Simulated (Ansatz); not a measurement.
This script makes relaxations under a series of pressures of AlN, space group F-43m with Ansatz 0.2.0 through its Python package.

The script, `compress_aln.py`:
```python
"""Volume and enthalpy of AlN against pressure."""

import logging
import sys

import ansatz as az
import numpy as np

logging.basicConfig(stream=sys.stdout, format="%(levelname)s:%(name)s:%(message)s")
log = logging.getLogger("calc")
log.setLevel(logging.INFO)

def edges_and_angles(cell):
    cell = np.asarray(cell)
    a, b, c = np.linalg.norm(cell, axis=1)
    cosines = cell[1] @ cell[2] / (b * c), cell[0] @ cell[2] / (a * c), cell[0] @ cell[1] / (a * b)
    return (a, b, c, *np.degrees(np.arccos(cosines)))

lattice = az.Lattice.of(
    (0.0, 2.18399, 2.18399),
    (2.18399, 0.0, 2.18399),
    (2.18399, 2.18399, 0.0),
)
sites = [
    ("Al", (0.0, 0.0, 0.0)),
    ("N", (0.75, 0.75, 0.75)),
]
system = az.Crystal(lattice=lattice)
for symbol, position in sites:
    system = system.atom(symbol, position)

setup = (
    system.calculation()
    .functional("pbesol")
    .basis(21 * az.Ha)
    .kpoints(8, 8, 8, center="gamma")
    .occupations(az.OccupationsMethod.FIXED)
)

# H = F + PV, with 1 GPa A^3 = 1/160.21766 eV
rows = []
for pressure in [0, 10, 20, 30, 40]:
    outcome = setup.relax(cell=True, pressure=pressure, force_tolerance=0.005).run(threads=1)
    cell = outcome.lattice.cell_ang
    n_atoms = len(outcome.lattice.sites)
    volume = abs(np.linalg.det(cell)) / n_atoms
    enthalpy = outcome.report["free_energy_ev"] / n_atoms + pressure * volume / 160.21766
    rows.append((pressure, volume, enthalpy, *edges_and_angles(cell)))
    log.info(f"{pressure} GPa done: {volume:.4f} A^3/atom")

log.info(" P (GPa)  V (A^3/atom)  H (eV/atom)     a       b       c")
for row in rows:
    log.info("{:8.1f} {:12.4f} {:14.5f} {:7.4f} {:7.4f} {:7.4f}".format(*row[:6]))
p, v = np.array([row[0] for row in rows], float), np.array([row[1] for row in rows])
print("mean bulk modulus between rows (GPa):", np.round(-np.diff(p) / np.diff(np.log(v)), 1))
```

Its results, one of them left out:

| P (GPa) | relaxed V (Å³/atom) |
| --- | --- |
| 0 | 10.486 |
| 10 | 10.018 |
| 20 | 9.636 |
| 30 | 9.310 |
| 40 | ? |

What volume does the cell relax to at 40 GPa?

Murnaghan's form V = V0 (1 + B' P / B0)^(-1/B') through the 4 rows shown gives V0 = 10.486 Å³, B0 = 202.4 GPa and B' = 3.58, and so 9.030 Å³ an atom at 40 GPa. The run gave 9.029 Å³, 0.01 % away.

At a fixed pressure a relaxation lowers the enthalpy F + PV, while F alone can rise. This cell is a computed structure, which may not be the phase found in nature. Symmetry holds the cell in this phase, whether or not it is the stable one at each pressure. Wall time of the script: 16 s on 1 thread of Arm Neoverse V2, with other jobs on the host, peak memory 0.36 GiB.
